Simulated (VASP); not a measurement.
Here is a VASP 6.6.1 calculation.

Contents of POSCAR:

```
CdTe                                    
1.0
    0.0000000000      3.2477981878      3.2477981878
    3.2477981878      0.0000000000      3.2477981878
    3.2477981878      3.2477981878      0.0000000000
  Cd              Te            
     1     1
Direct
     0.0000000000000000    0.0000000000000000    0.0000000000000000
     0.2500000000000000    0.2500000000000000    0.2500000000000000
```

File INCAR.step1:

```
ALGO = Normal ; EDIFF = 1E-8
ENCUT = 500 ; GGA = PE
ISMEAR = 0 ; KPAR = 4
LASPH = True ; LCHARG = False
LREAL = False ; LWAVE = True
NELM = 80 ; PREC = Accurate
SIGMA = 0.01
```

The input INCAR.step2:

```
ALGO = Exact ; EDIFF = 1E-8
ENCUT = 500 ; GGA = PE
ISMEAR = 0 ; ISTART = 1
KPAR = 4 ; LASPH = True
LCHARG = False ; LOPTICS = True
LREAL = False ; LWAVE = True
NBANDS = 255 ; NELM = 1
PREC = Accurate ; SIGMA = 0.01
```

Contents of INCAR.step3:

```
ALGO = EVGW0 ; EDIFF = 1E-8
ENCUT = 500 ; ENCUTGW = 150
GGA = PE ; ISMEAR = 0
ISTART = 1 ; KPAR = 4
LASPH = True ; LCHARG = False
LREAL = False ; LWAVE = False
NBANDS = 255 ; NBANDSGW = 17
NELMGW = 4 ; NOMEGA = 48
PREC = Accurate ; PRECFOCK = Fast
SIGMA = 0.01
```

KPOINTS

```
k-points
0
Gamma
  4 4 4
```

Potentials or basis: VASP PAW PBE potentials, release 64 (Cd_GW, Te_GW).

Run with:

```bash
$ cat potpaw_PBE.64/Cd_GW/POTCAR potpaw_PBE.64/Te_GW/POTCAR > POTCAR
$ cp INCAR.step1 INCAR
$ mpirun -np 4 vasp_std > vasp.out
$ cp INCAR.step2 INCAR
$ mpirun -np 4 vasp_std > vasp.out
$ cp INCAR.step3 INCAR
$ mpirun -np 4 vasp_std > vasp.out
```

(1) Predict the quasiparticle gap.

(2) What does it give for the least direct quasiparticle gap?

(3) Predict the band gap on the k mesh, mean-field level.

Answers

(1) 1.60 eV.

(2) 1.60 eV.

(3) 0.73 eV, direct.

Caveat: bands, screening cutoff and mesh are small and nothing is extrapolated, so the quasiparticle values aren't converged; spin-orbit coupling is left out, which moves the levels of the heavy elements.

**The experiment to reproduce.**

A printed reference work, data compilation reports, for a bulk crystal of CdTe at 0 K: band gap 1.607 eV.

A measured gap of CdTe is 1.607 eV (0 K; a printed reference work, data compilation); the calculated 1.60 eV misses it by -0.01 eV. Spin-orbit coupling on Cd, Te is left out. The value is that of GW on PBE, without temperature or zero-point motion.
